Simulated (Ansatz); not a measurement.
Ga in Ansatz: the effect of functional

The system is Ga.

```
Ga
1.0
     1.38300   -4.02650    0.00000
     1.38300    4.02650    0.00000
    -0.11745    0.00000    3.32993
Ga
2
Direct
  0.13100 0.86900 0.75000
  0.86900 0.13100 0.25000
```

This isn't the form of Ga at room conditions, which is orthorhombic.

Alike in all runs:

```yaml
Program: Ansatz 0.2.0
Task: band structure
Potentials_or_basis: Ansatz PAW
k_mesh: 10 × 10 × 8
Occupations: fermi-dirac, width 0.05 eV
Spin: no spin polarisation
```

```tsv
functional	cutoff	pressure (GPa)	largest force (eV/Å)
LDA	420 eV (not typed: the program's choice for these potentials)	-4.0	0.18
PBE	420 eV (not typed: the program's choice for these potentials)	1.6	0.20
PBEsol	420 eV (not typed: the program's choice for these potentials)	?	?
RPBE	420 eV (not typed: the program's choice for these potentials)	3.6	0.21
revPBE	420 eV (not typed: the program's choice for these potentials)	3.1	0.21
BLYP	420 eV (not typed: the program's choice for these potentials)	7.1	0.16
r2SCAN	500 eV (not typed: the program's choice for these potentials)	-1.4	0.22
```

Task: What does the run with functional PBEsol give?

Result: Pressure -2.0 GPa; largest force 0.20 eV/Å.

Caveats: the PAW data sets come from PBE, with cores solved anew for the run's functional, which leaves a small shift of forces and pressure (some runs).
